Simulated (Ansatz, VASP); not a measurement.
**SnSe in VASP and in Ansatz**

File INCAR:

```
SYSTEM = SnSe
ALGO = Normal ; EDIFF = 1E-7
ENCUT = 520 ; ISIF = 2
ISMEAR = -1 ; LASPH = .True.
LCHARG = .False. ; LREAL = .False.
LWAVE = .False. ; NBANDS = 28
NELM = 80 ; PREC = Accurate
SIGMA = 0.05
```

Contents of KPOINTS:

```
k-points
0
Gamma
  6 6 3
  0 0 0
```

The input POSCAR:

```
SnSe
1.0
    4.1978472110      0.0000000000      0.0000000000
    0.0000000000      4.1978472110      0.0000000000
    0.0000000000      0.0000000000     10.7663293357
Sn Se
2 2
Direct
    0.0000000000      0.5000000000      0.6277708900
    0.5000000000      0.0000000000      0.3722291100
    0.0000000000      0.5000000000      0.3839605100
    0.5000000000      0.0000000000      0.6160394900
```

input.yaml

```yaml
crystal:
  lattice:
    - [4.197847211, 0.0, 0.0]
    - [0.0, 4.197847211, 0.0]
    - [0.0, 0.0, 10.7663293357]
  atoms:
    - { symbol: Sn, position: [0.0, 0.5, 0.62777089] }
    - { symbol: Sn, position: [0.5, 0.0, 0.37222911] }
    - { symbol: Se, position: [0.0, 0.5, 0.38396051] }
    - { symbol: Se, position: [0.5, 0.0, 0.61603949] }
hamiltonian:
  xc: lda
  pseudopotentials: { kind: paw }
kpoints:
  mp_grid: { grid: [6, 6, 3] }
scf:
  occupations: { method: fermi_dirac, width: 0.05 }
output:
  forces: true
  stress: true
  eigenvalues: true
  write_density: true
  write_potential: true
  elf: true
  volumetric_format: npy
```

Alike in both runs: task single point; functional LDA; k mesh 6 × 6 × 3; occupations fermi-dirac, width 0.05 eV; no spin polarisation.

```csv
,VASP,Ansatz
version,VASP 6.6.1,Ansatz 0.2.0
potentials or method,"VASP PAW LDA potentials, release 64 (Sn_d, Se)",Ansatz PAW
plane-wave cutoff (eV),520,420
valence electrons in the cell,40,60
```

|  | VASP | Ansatz | Ansatz less VASP |
| --- | --- | --- | --- |
| gap on the k mesh at the Fermi level (eV) | 1.38 | 1.40 | +0.017 |
| least direct gap on the mesh (eV) | 1.38 | 1.40 | +0.017 |
| rms of the force components (eV/Å) | 0.166 | 0.152 | -0.0148 |

Atom by atom the forces differ by 0.015 eV/Å (rms over components). The two sets of potentials don't hold the same shells in valence.

Caveats: spin-orbit coupling is left out, which moves the levels of the heavy elements; odd divisions of the mesh miss points on the zone boundary, where band edges often lie, so the gap on the mesh can be too wide (Ansatz); the PAW data sets come from PBE, with cores solved anew for the run's functional, which leaves a small shift of forces and pressure (Ansatz).
